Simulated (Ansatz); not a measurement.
Worked example: self-consistent single point of BeO (P6_3mc, 4 atoms in the cell) in Ansatz (a first-principles code)

Level of theory: PBE (plane waves, PAW; Ansatz).

Input as run:

Ansatz 0.2 input:
```yaml
# BeO
crystal:
  lattice:
    - [2.72095300, 0.00000000, 0.00000000]
    - [-1.36047700, 2.35641500, 0.00000000]
    - [0.00000000, 0.00000000, 4.41934300]
  atoms:
    - { symbol: Be, position: [0.33333300, 0.66666700, 0.00016000] }
    - { symbol: Be, position: [0.66666700, 0.33333300, 0.50016000] }
    - { symbol: O, position: [0.33333300, 0.66666700, 0.37734000] }
    - { symbol: O, position: [0.66666700, 0.33333300, 0.87734000] }
basis:
  ecutwfc: 420.0
kpoints:
  mp_grid:
    grid: [7, 7, 4]
hamiltonian:
  xc: pbe
  pseudopotentials:
    kind: paw
scf:
  occupations:
    method: fixed
output:
  forces: true
  eigenvalues: true
  stress: true
```

The program printed (abridged):

```
WARN the atoms were moved onto the symmetric positions of the space group found under crystal.symmetry.tolerance 1.0e-5 (fractional …
Pseudopotentials: kind: paw
Pseudopotential: Be, paw, valence charge 2
Pseudopotential: O, paw, valence charge 6
Crystal: 4 atoms, lattice volume = 28.335 Å³
Basis set: ecut = 420 eV, 549 PW (Γ), exchange–correlation on 40×40×60 points (8 copies of the dense FFT grid, shifted against one another)
Bands: 12, of which v1, the nominal top of the filled ones, is band 8 counted from 1 (7 counted from 0)
Symmetry: 12 space group operations
Space group: P63mc (ITA 186), of the structure as read, at distance tolerance 3.0e-5 Å
k-points: 24 of 196 (time reversal used)
Initial density: superposition of atomic densities (neutral atoms: chi_scale 0, normalization atom), corrected by the library's trained network
Initial wavefunctions: pseudopotential atomic-orbital guess
Eigensolver: davidson
Functional: x = pbe(κ = 0.804, μ = 0.2195149727645171), c = pbe(β = 0.06672455060314922)
SCF iter   1: F=—  HF=-1326.405913 eV  |F-HF|=—  |Δ(HF+E_count)|=         —  Δρ=7.00e-4  dr2=1.48e-5  ethr=1.77e-3  ⟨swp⟩=5.4  Hψ=1656  notcnv=0  defer=47
all-band conjugate gradients solve this SCF's bands
preconditioner: auto → none
SCF iter   2: F=—  HF=-1326.406264 eV  |F-HF|=—  |Δ(HF+E_count)|=   3.51e-4  Δρ=3.75e-4  dr2=9.45e-6  ethr=9.22e-8  ⟨swp⟩=2.6  Hψ=763  notcnv=0  defer=48
SCF iter   3: F=—  HF=-1326.406587 eV  |F-HF|=—  |Δ(HF+E_count)|=   3.23e-4  Δρ=4.53e-4  dr2=4.04e-5  ethr=5.90e-8  ⟨swp⟩=2.0  Hψ=527  notcnv=0  defer=48
SCF iter   4: F=—  HF=-1326.406574 eV  |F-HF|=—  |Δ(HF+E_count)|=   1.22e-5  Δρ=9.25e-5  dr2=1.74e-6  ethr=5.90e-8  ⟨swp⟩=2.0  Hψ=469  notcnv=0  defer=48
iter 5 did not close the SCF: its close was put off for the readings that it lacked (scf_convergence_deferred on its scf_iter line)
SCF iter   5: F=-1326.406574 eV  HF=-1326.406574 eV  |F-HF|=8.98e-9  |Δ(HF+E_count)|=   4.87e-7  Δρ=1.26e-5  dr2=3.03e-8  ethr=1.08e-8  ⟨swp⟩=2.2  Hψ=431  notcnv=0  defer=48
SCF iter   6: F=-1326.406574 eV  HF=-1326.406574 eV  |F-HF|=4.43e-11  |Δ(HF+E_count)|=   5.41e-9  Δρ=8.79e-7  dr2=1.30e-10  ethr=1.89e-10  ⟨swp⟩=5.4  Hψ=1455  notcnv=0
SCF 1 converged in 6 iterations: F = -1326.406574 eV  dr2 = 1.30e-10
SCF converged after 6 iterations
Free energy (F): -1326.406574 eV
Harris-Foulkes:  -1326.406574 eV  (|F-HF|=4.43e-11)
Internal energy: -1326.406574 eV  (E = F + TS)
E sigma→0 (E₀):  -1326.406574 eV
Fermi energy:    5.629608 eV
--- Per-component energies (eV) ---
  E_band       = -9.410141
  E_kinetic    = 397.878979
  E_local      = -686.039218  (includes V_loc(G=0)·N_el)
  E_nonlocal   = 105.235532
  E_hartree    = 240.606930
  E_xc         = -188.450329
  E_vxc        = -231.750511  (∫ρ·V_xc dr)
  E_paw        = -436.737613  (= ΣΔE_a)
  E_vpaw       = -75.953583  (= ΣTr[D̂ρ^β])
  E_aug_tail   = 0.005041  (compensation charges beyond the density's cutoff)
  E_ewald      = -758.905896
  E_smearing   = -0.000000  (= −TS)
  E_closure    = 0.000000  (closes the sum)
  Σ components = -1326.406574   (vs F -1326.406574, Δ=0.00e0)
--- Forces (eV/Å), atoms counted from 1 ---
  atom   1  Be     0.00000000    -0.00000000    -0.02539768
  atom   2  Be    -0.00000000     0.00000000    -0.02539768
  atom   3  O      0.00000000     0.00000000     0.02541771
  atom   4  O      0.00000000    -0.00000000     0.02541771
  max |Σ_I F_I| component: 4.01e-5 eV/Å
--- Stress (GPa, compression-positive) ---
       -2.119209       0.000000      -0.000000
        0.000000      -2.119209       0.000000
       -0.000000       0.000000      -1.969529
  P = ⅓ Tr σ = -2.0693 GPa (-20.693 kbar)
  The stress holds the Pulay correction. Without it, at fixed plane waves, as pw.x and ABINIT print it: P = -2.9294 GPa
--- Band table (eV; the first three rows and the last of 24) ---
  k-point 0: bands = ["-12.8868", "-11.1551", "-0.4479", "4.6634", "4.6634", "5.6099", "5.6099", "5.6296", "12.9903", "16.9976", "19.7579", "19.7579"]
  k-point 1: bands = ["-12.6829", "-11.4758", "0.3544", "4.5371", "4.7945", "4.7945", "5.4634", "5.4634", "13.7645", "16.4997", "19.9119", "19.9119"]
  k-point 2: bands = ["-12.1346", "-12.1346", "2.3270", "2.3270", "5.1220", "5.1220", "5.1220", "5.1220", "15.2437", "15.2437", "20.0116", "20.0116"]
  k-point 23: bands = ["-10.8666", "-10.8666", "0.9578", "0.9578", "1.9692", "1.9692", "4.3561", "4.3561", "16.4647", "16.4647", "18.2730", "18.2730"]
```

The run converged in 6 iterations.

The starting cell comes from a database of computed structures (which also holds hypothetical and non-ambient phases and stackings), without a prior relaxation at this level. Its lattice was rescaled by a random factor within 2.5 % of one. Ansatz's pressure includes its estimate of the finite-basis (Pulay) stress. Without the estimate this run gives -2.93 GPa.
